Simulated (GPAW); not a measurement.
Runs of GPAW 26.7.0 on Cu. The structure is tetragonal, space group I4/mmm (No. 139). The conventional cell has a = 2.886 Å, b = 2.886 Å, c = 2.752 Å, α = 90.00°, β = 90.00°, γ = 90.00°. Cu (site symmetry 4/mmm) has 10 Cu at 2.46 to 2.75 Å as nearest neighbours. This isn't the form of Cu at room conditions, which is fcc.

```csv
task,level,potentials or basis,cell,k mesh,cutoff (eV),maxiter,band path,band points,optimizer,fmax,gap on the mesh (eV),pressure (GPa),V0 of scaled cells (Å³/atom),relaxed volume (Å³/atom),B0 (GPa)
band structure,PBEsol,"PAW data sets generated in the run's folder for this functional, pw",as given,13 × 13 × 13,600,150,"GXMGZPNZ1M,XP",100,-,-,-,0.7,-,-,-
relaxation of cell and atoms,PBEsol+D4,"PAW data sets generated in the run's folder for this functional, pw",relaxed,13 × 13 × 13,600,150,-,-,BFGS,0.02 eV/Å,none,0.1,-,11.21,-
Fermi surface,r2SCAN,"GPAW PAW data sets (gpaw-data 1.2.1), pw",as given,13 × 13 × 13,600,150,-,-,-,-,none,2.1,-,-,-
relaxation of cell and atoms,PBEsol+D3(BJ)+ATM,"PAW data sets generated in the run's folder for this functional, pw",relaxed,13 × 13 × 13,600,150,-,-,BFGS,0.02 eV/Å,none,0.1,-,(a),-
equation of state,PBEsol,"PAW data sets generated in the run's folder for this functional, pw",as given,13 × 13 × 13,600,150,-,-,-,-,-,-,11.52,-,160
single point,LDA,"the program's PAW data sets (release 1.2.1) made for this functional, pw",as given,11 × 11 × 11,500,120,-,-,-,-,none,-7.6,-,-,-
relaxation of cell and atoms,PBEsol,"PAW data sets generated in the run's folder for this functional, pw",relaxed,13 × 13 × 13,600,150,-,-,BFGS,0.02 eV/Å,none,0.0,-,11.50,-
phonons,LDA,"PAW data sets generated in the run's folder for this functional, pw",as given,11 × 11 × 11,510,150,"GXMGZPNZ1M,XP",-,-,-,none,(d),-,-,-
relaxation of cell and atoms,PBEsol+D3(BJ),"PAW data sets generated in the run's folder for this functional, pw",relaxed,13 × 13 × 13,600,150,-,-,BFGS,0.02 eV/Å,none,0.0,-,10.99,-
equation of state,LDA,"the program's PAW data sets (release 1.2.1) made for this functional, pw",as given,13 × 13 × 13,600,150,-,-,-,-,-,-,(c),-,183
band structure,LDA,"the program's PAW data sets (release 1.2.1) made for this functional, pw",as given,13 × 13 × 13,600,150,"GXMGZPNZ1M,XP",100,-,-,-,-6.5,-,-,-
relaxation of cell and atoms,PBEsol+D3,"PAW data sets generated in the run's folder for this functional, pw",relaxed,13 × 13 × 13,600,150,-,-,BFGS,0.02 eV/Å,none,0.0,-,(b),-
```

Alike in all rows: no spin polarisation; smearing fermi-dirac 0.05 eV.

Q: Fill in the values left out.

A: (a) 11.12; (b) 10.98; (c) 11.04; (d) -7.1.

Caveats: with this Cu data set, volumes or pressures lay over 1.5 % or 2 GPa off other programs in two to four cells of ten; later steps reuse the first step's grids (some runs); pairwise dispersion overbinds metals, which lowers pressure and volume (some runs); the cell was scaled at fixed shape and fractional positions, which overstates the stiffness of a crystal with free parameters, most of all of layers and chains (some runs); the cutoff is short for stress and forces, so pressures can be off by a GPa or more (some runs); the PAW data sets were made with another functional, which shifts forces and pressure a little (some runs); the cell is more than 3 GPa from zero pressure, which shifts response properties (some runs).

A k mesh can miss the band edges.

A gap of «none» marks a metal or a gap under the smearing width.

Not every run made on this cell is shown here.
